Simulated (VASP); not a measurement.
# VASP 6.6.1 run: KBr

INCAR

```
LASPH = .TRUE.
EDIFF = 1E-7
LREAL = .FALSE.
ISIF = 2
LWAVE = .FALSE.
NELM = 96
PREC = Single
ENCUT = 520
LCHARG = .FALSE.
ISMEAR = 1
IBRION = -1
NSW = 0
SIGMA = 0.3
NBANDS = 15
GGA = PE
```

KPOINTS

```
KPOINTS created by Atomic Simulation Environment
0
Gamma
6 6 6
0 0 0
```

POSCAR

```
K  Br
 1.0000000000000000
     0.0000000000000000    3.3024387009999998    3.3024387009999998
     3.4900172191999999    0.0000000000000000    3.3024387009999998
     3.4900172191999999    3.3024387009999998    0.0000000000000000
 K   Br
   1   1
Cartesian
  0.0000000000000000  0.0000000000000000  0.0000000000000000
  3.4900172191999994  3.3024387010000003  3.3024387010000007
```

The recommended PBE PAW datasets give the neutral cell 16 valence electrons.

Command

```
mpirun -np 1 vasp_std
```

Q: Predict the outcome of this run.

A: It converged. Results: gap between bands v and c on the k mesh 4.28 eV; least direct gap on the k mesh 4.28 eV; pressure -0.1 GPa. Band v is the last that the valence electrons fill when counted band by band, and c is the next.

OSZICAR

```
N       E                     dE             d eps       ncg     rms          rms(c)
DAV:   1     0.984510276661E+02    0.98451E+02   -0.66609E+03   900   0.917E+02
DAV:   2     0.285875844598E+00   -0.98165E+02   -0.90755E+02  1139   0.223E+02
DAV:   3    -0.612250265805E+01   -0.64084E+01   -0.63896E+01  1274   0.508E+01
DAV:   4    -0.637448701864E+01   -0.25198E+00   -0.25192E+00  1354   0.863E+00
DAV:   5    -0.637654179922E+01   -0.20548E-02   -0.20548E-02  1308   0.875E-01    0.289E+00
DAV:   6    -0.619298722809E+01    0.18355E+00   -0.23346E-01  1159   0.225E+00    0.209E+00
DAV:   7    -0.617994623271E+01    0.13041E-01   -0.11214E-01  1215   0.176E+00    0.982E-01
DAV:   8    -0.618970657271E+01   -0.97603E-02   -0.13286E-02  1014   0.812E-01    0.120E-01
DAV:   9    -0.619050555862E+01   -0.79899E-03   -0.89593E-04  1229   0.181E-01    0.802E-02
DAV:  10    -0.619084530351E+01   -0.33974E-03   -0.35617E-04   956   0.109E-01    0.140E-02
DAV:  11    -0.619085956104E+01   -0.14258E-04   -0.28919E-05  1304   0.291E-02    0.513E-03
DAV:  12    -0.619086198908E+01   -0.24280E-05   -0.42032E-06   998   0.137E-02    0.261E-03
DAV:  13    -0.619086214440E+01   -0.15532E-06   -0.28935E-07  1307   0.277E-03    0.575E-04
DAV:  14    -0.619086221391E+01   -0.69515E-07   -0.86319E-08   955   0.178E-03
   1 F= -.61908622E+01 E0= -.62058352E+01  d E =0.449189E-01
```

For comparison, a separate PBE run of the intended cell, on usual settings and not on those above, gives a gap of 4.28 eV on its mesh and a pressure of 0.0 GPa.
